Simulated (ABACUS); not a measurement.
Crystal: Te.

```
CELL_PARAMETERS angstrom
4.45400 0.00000 0.00000
-2.22700 3.85728 0.00000
0.00000 0.00000 5.92400
ATOMIC_POSITIONS crystal
Te 0.73100 0.73100 0.00000
Te 0.00000 0.26900 0.66667
Te 0.26900 0.00000 0.33333
```

Base run:

| Quantity | Value |
| --- | --- |
| Program | ABACUS 3.10.1 |
| Functional | PBE |
| Potentials or basis | PseudoDojo NC SR 0.4.1 PBE standard |
| Cutoff | 1129 eV |
| Density cutoff | 4517 eV |
| Basis | plane waves |
| k mesh | 7 × 7 × 5 |
| Occupations | fermi-dirac, width 0.05 eV |
| Spin | no spin polarisation |

Its results: band gap on the k mesh 0.62 eV, indirect (least direct gap 0.79 eV); pressure 1.6 GPa; largest force 0.201 eV/Å.

Question: The run is repeated on the same cell with these changes: cutoff from 1129 eV to 1361 eV; density cutoff from 4517 eV to 5442 eV; basis from plane waves to DZP LCAO (the cutoffs set its grid). What comes out?

Answer: Band gap on the k mesh 0.63 eV, indirect (least direct gap 0.78 eV); pressure 3.0 GPa; largest force 0.460 eV/Å.

Caveats: spin-orbit coupling is left out, which moves the levels of the heavy elements; an odd mesh through Γ misses points on the zone boundary, where band edges often lie; the atomic orbitals were generated for these runs and aren't a published set (some runs); the basis of atomic orbitals isn't converged, which shifts pressures, moduli and gaps (some runs).

Not every run made on this cell is shown here.
